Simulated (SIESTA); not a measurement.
**W under changes of volume**

One of the cells (16.731 Å³/atom); the others are scaled copies at fixed shape and fractional positions:

```
CELL_PARAMETERS angstrom
0.00000 2.03000 2.03000
2.03000 0.00000 2.03000
2.03000 2.03000 0.00000
ATOMIC_POSITIONS crystal
W 0.00000 0.00000 0.00000
```

This isn't the form of W at room conditions, which is bcc.

```yaml
Program: SIESTA 5.4.2
Functional: LDA
Potentials_or_basis: PseudoDojo 0.4 standard (LDA files)
Basis: DZP (energy shift 0.003 Ry; two zetas on semicore shells)
Grid_cutoff: 800 Ry
Energy_shift: 0.003 Ry
k_mesh: 11 × 11 × 11
Occupations: fermi-dirac, width 0.05 eV
Spin: no spin polarisation
```

| volume (Å³/atom) | energy over the lowest point (meV/atom) | pressure (GPa) |
| --- | --- | --- |
| 15.727 | 0.00 | 3.1 |
| 16.062 | 0.83 | -3.8 |
| 16.396 | 15.39 | -10.0 |
| 16.731 | 42.21 | -15.7 |
| 17.065 | ? | ? |
| 17.400 | 127.69 | -24.9 |
| 17.735 | 184.11 | -28.9 |

Q: What does the run at 17.065 Å³/atom give?

A: Energy over the lowest point 80.04 meV/atom; pressure -20.5 GPa.

Worked out: A Birch-Murnaghan fit of order 3 (a polynomial in V^(-2/3)) to the other rows has its minimum at 15.87 Å³/atom with B0 = V·E''(V) = 332 GPa and B' = 4.4. It gives 79.99 meV/atom at 17.065 Å³/atom, against the run's 80.04, and -dE/dV = -20.5 GPa, against -20.5.

Energies are extrapolated to zero smearing.

Caveats: short orbitals over semicore shells can move pressures by several GPa; the basis of atomic orbitals isn't converged, which shifts pressures, moduli and gaps.
